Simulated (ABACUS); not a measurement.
Mo:

```xyz
1
Lattice="-1.5838 1.5838 1.5838 1.5838 -1.5838 1.5838 1.5838 1.5838 -1.5838" Properties=species:S:1:pos:R:3 pbc="T T T"
Mo    0.0000    0.0000    0.0000
```

Base run:

```yaml
Program: ABACUS 3.10.1
Functional: r2SCAN
Potentials_or_basis: SG15 ONCV 1.2 PBE
Cutoff: 1279 eV
Density_cutoff: 5116 eV
Basis: plane waves
k_mesh: 8 × 8 × 8
Occupations: fermi-dirac, width 0.05 eV
Spin: no spin polarisation
```

Its results: band gap on the k mesh none (metal or under the smearing width); pressure -3.8 GPa.

The run is repeated on the same cell with these changes: functional from r2SCAN to TM. What comes out?

Band gap on the k mesh none (metal or under the smearing width); pressure -5.6 GPa.

Caveats: the potentials were made for another functional, which shifts forces and pressure.
